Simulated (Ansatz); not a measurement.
rocksalt-structured CaS

**The experiment.** The Crystallography Open Database holds a cell as deposited of cubic CaS (space group Fm-3m), temperature not stated (1963): a = 5.690 Å, 23.03 Å³/atom.

Method: r²SCAN, scalar-relativistic; no spin polarisation; PAW, 500 eV, Γ-centred 8×8×8 mesh, 0.05 eV Gaussian smearing; code Ansatz; PAW files: Ansatz's generated set soft_2.

```xyz
2
Lattice="0.0000 2.8479 2.8479 2.8479 0.0000 2.8479 2.8479 2.8479 0.0000" Properties=species:S:1:pos:R:3 pbc="T T T"
Ca    2.8479    2.8479    2.8479
S     0.0000    0.0000    0.0000
```

The start was a prototype's sites filled with these elements; the Crystallography Open Database holds the compound in this structure.

The cell above was scaled in volume, its shape and atoms being fixed by the lattice's symmetry. Energies are counted from the cell above.

The cell is relaxed to zero pressure at this level.

```json
{"V (Å³/atom)": "22.17", "ΔE (meV/atom)": "7.6", "P (GPa)": "2.7", "gap on the mesh (eV)": "2.70"}
{"V (Å³/atom)": "22.64", "ΔE (meV/atom)": "1.8", "P (GPa)": "1.3", "gap on the mesh (eV)": "2.75"}
{"V (Å³/atom)": "23.10", "ΔE (meV/atom)": "0.0", "P (GPa)": "0.0", "gap on the mesh (eV)": "2.80"}
{"V (Å³/atom)": "23.56", "ΔE (meV/atom)": "1.7", "P (GPa)": "-1.2", "gap on the mesh (eV)": "2.84"}
{"V (Å³/atom)": "24.02", "ΔE (meV/atom)": "6.6", "P (GPa)": "-2.2", "gap on the mesh (eV)": "2.88"}
{"V (Å³/atom)": "24.71", "ΔE (meV/atom)": "?", "P (GPa)": "?", "gap on the mesh (eV)": "?"}
```

(1) Fill in the withheld row.

(2) What do the points give for the equilibrium volume, the bulk modulus and its pressure derivative (third-order Birch–Murnaghan)?

Answers:

(1) ΔE (meV/atom): 19.3, P (GPa): -3.6, gap on the mesh (eV): 2.94.

(2) V0 = 23.10 Å³/atom, B0 = 61 GPa, B0′ = 4.1.

B0·V0 = 61.4 GPa × 23.10 Å³ = 8.85 eV/atom sets the scale: near the minimum ΔE ≈ ½ B0 V0 x², with x = V/V0 − 1, and a pressure of 0.6 GPa squeezes the volume by about 1 %. At the ends of the curve: x = −4.0 % predicts 7.1 meV/atom and the run gives 7.6; x = +7.0 % predicts 21.7 meV/atom and the run gives 19.3. The lopsidedness is anharmonic: atoms resist being pushed together more than being pulled apart.

**Against experiment.** r²SCAN gives 5.696 Å and 23.10 Å³/atom, +0.3 % in volume (+0.1 % in length) from the database's cell. Agreement this close is partly luck: the calculation is for a static lattice, the crystal has zero-point motion and thermal expansion, roughly 0.9 to 2.2 % in volume at 300 K (room temperature assumed) by Grüneisen's rule, γ·3k_BT/(B0·V0) with γ of 1 to 2.5.

Kohn–Sham gaps of semilocal functionals lie under measured ones, often by a third or more.
